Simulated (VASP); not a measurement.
Write the native input for VASP 6.6.1 that does the following.

| Property | Result |
| --- | --- |
| Task | relaxation of cell and atoms |
| Functional | r2SCAN |
| Potentials or basis | VASP PAW PBE potentials, release 64 (Si) |
| Cutoff | 600 eV |
| k mesh | 11 × 11 × 11 |
| Occupations | fermi-dirac, width 0.05 eV |
| Spin | no spin polarisation |
| Target pressure | 3 GPa |
| P gpa | 3 |
| Further INCAR settings | ALGO = Normal; EDIFF = 1e-06; IBRION = 2; EDIFFG = -0.02; NSW = 60; ISIF = 3 |
| Target pressure | 3 GPa |

The structure of Si lies in POSCAR:

```
Si
1.0
    0.0000000000      2.7155000000      2.7155000000
    2.7155000000      0.0000000000      2.7155000000
    2.7155000000      2.7155000000      0.0000000000
Si
2
Direct
    0.0000000000      0.0000000000      0.0000000000
    0.2500000000      0.2500000000      0.2500000000
```

These files were run (other wordings do the same):

INCAR

```
SYSTEM = Si
PREC = Accurate ; ENCUT = 600
EDIFF = 1E-6 ; ISMEAR = -1
SIGMA = 0.05 ; LREAL = .FALSE.
LASPH = .TRUE. ; NELM = 80
ALGO = Normal ; ISIF = 3
LWAVE = .FALSE. ; LCHARG = .FALSE.
METAGGA = R2SCAN ; LMIXTAU = .TRUE.
IBRION = 2 ; NSW = 60
EDIFFG = -0.02 ; PSTRESS = 30
```

KPOINTS

```
regular mesh
0
G
  11 11 11
  0 0 0
```

Potentials or basis: VASP PAW PBE potentials, release 64 (Si).

Command:

```sh
$ cat potpaw_PBE.64/Si/POTCAR > POTCAR
$ mpirun -np 1 vasp_std > vasp.out
```

It gave:

| Item | Value |
| --- | --- |
| Relaxed volume | 19.55 Å³/atom |
| Relaxed cell | a = 3.809 Å, b = 3.809 Å, c = 3.809 Å, α = 60.00°, β = 60.00°, γ = 60.00° |
| Space group after relaxing (to 0.05 Å) | Fd-3m (No. 227) |
| Energy change on relaxing (the enthalpy is what falls) | +5.1 meV/atom |
| Ionic steps | 3 |
| Pressure after relaxing | 3.0 GPa |
| Band gap on the k mesh | 0.76 eV, indirect (least direct gap 2.77 eV) |

Caveat: the cell is relaxed towards a set pressure, so the enthalpy falls and the energy may rise; the PAW data sets were made with another functional, which shifts forces and pressure a little; an odd mesh through Γ misses points on the zone boundary, where band edges often lie.

It took 2.1 min on 1 thread of AMD EPYC 9R45 (Zen 5), on a shared host, peak memory 0.16 GiB.
